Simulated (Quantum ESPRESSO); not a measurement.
Set up this calculation in Quantum ESPRESSO 7.5, as the native input.

| Quantity | Value |
| --- | --- |
| Task | single point |
| Functional | PBEsol |
| Dispersion | rVV10 |
| Potentials or basis | GBRV 1.5 PBEsol |
| Cutoff | 612 eV |
| Density cutoff | 4898 eV |
| k mesh | 11 × 11 × 11 |
| Occupations | cold, width 0.05 eV |
| Spin | no spin polarisation |
| Hubbard terms | Ag d U = 5.3 eV |
| Start of the occupations | ones-on-the-emptiest orbitals |
| Hubbard projectors | ortho-atomic |
| rVV10 parameter b | 6.3 |
| Mixing beta | 0.3 |
| Most SCF iterations | 120 |
| SCF threshold | 2e-10 Ry |

Ag:

```xyz
1
Lattice="0.0000 2.0427 2.0427 2.0427 0.0000 2.0427 2.0427 2.0427 0.0000" Properties=species:S:1:pos:R:3 pbc="T T T"
Ag    0.0000    0.0000    0.0000
```

One way to write it, as run:

pw.in

```
&CONTROL
  calculation = 'scf'
  prefix = 'pwscf'
  outdir = './tmp'
  pseudo_dir = './pseudo'
  tprnfor = .true.
  tstress = .true.
  disk_io = 'nowf'
/
&SYSTEM
  ibrav = 0
  nat = 1
  ntyp = 1
  ecutwfc = 45
  ecutrho = 360
  nbnd = 19
  input_dft = 'sla+pw+psx+psc+vv10'
  occupations = 'smearing'
  smearing = 'mv'
  degauss = 0.00367493
  starting_ns_eigenvalue(1,1,1) = 1
  starting_ns_eigenvalue(2,1,1) = 1
  starting_ns_eigenvalue(3,1,1) = 1
  starting_ns_eigenvalue(4,1,1) = 1
  starting_ns_eigenvalue(5,1,1) = 1
  nosym = .true.
/
&ELECTRONS
  conv_thr = 2d-10
  electron_maxstep = 120
  mixing_beta = 0.3
/
ATOMIC_SPECIES
Ag   107.8682 ag_pbesol_v1.4.uspp.F.UPF
CELL_PARAMETERS angstrom
   0.0000000000    2.0427500000    2.0427500000
   2.0427500000    0.0000000000    2.0427500000
   2.0427500000    2.0427500000    0.0000000000
ATOMIC_POSITIONS angstrom
Ag     0.0000000000    0.0000000000    0.0000000000
K_POINTS automatic
11 11 11 0 0 0
HUBBARD {ortho-atomic}
U Ag-4d 5.3
```

Potentials or basis: GBRV 1.5 PBEsol.

The run is started by

```sh
$ OMP_NUM_THREADS=1 pw.x -in pw.in > pw.out
```

It gave:

```json
{"Pressure": "-3.3 GPa", "Band gap on the k mesh": "none (metal or under the smearing width)"}
```

Caveat: rVV10's parameter b was fitted to another functional; U without spin polarisation on a metal has little footing; the U is typed as a test and isn't derived for this compound.

It took 110 s on 1 thread of Arm Neoverse V1, with other jobs on the host, peak memory 0.22 GiB.
